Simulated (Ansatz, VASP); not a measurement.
## Two plane-wave programs on Bi

```
Bi
1.0
     3.53123    0.00000    0.00000
    -1.76561    3.05813    0.00000
     0.00000    0.00000    5.79057
Bi
2
Direct
  0.33333 0.66667 0.25000
  0.66667 0.33333 0.75000
```

Alike in both runs: task single point; functional PBEsol; k mesh 12 × 12 × 6; occupations fermi-dirac, width 0.1 eV; no spin polarisation.

|  | VASP | Ansatz |
| --- | --- | --- |
| version | VASP 6.6.1 | Ansatz 0.2.0 |
| potentials or method | VASP PAW PBE potentials, release 64 (Bi_d) | plane waves (420 eV) with PAW, scalar-relativistic |
| plane-wave cutoff (eV) | 520 | 420 |
| valence electrons in the cell | 30 | 30 |

|  | VASP | Ansatz | Ansatz less VASP |
| --- | --- | --- | --- |
| pressure (GPa) | -2.3 | -2.3 | +0.07 |
| largest component of the traceless stress (GPa) | 0.59 | 0.59 | -0.002 |

Ansatz warned: «pseudo_functional_mismatch».

Caveats: the PAW data sets were made with another functional, which shifts forces and pressure a little (VASP).
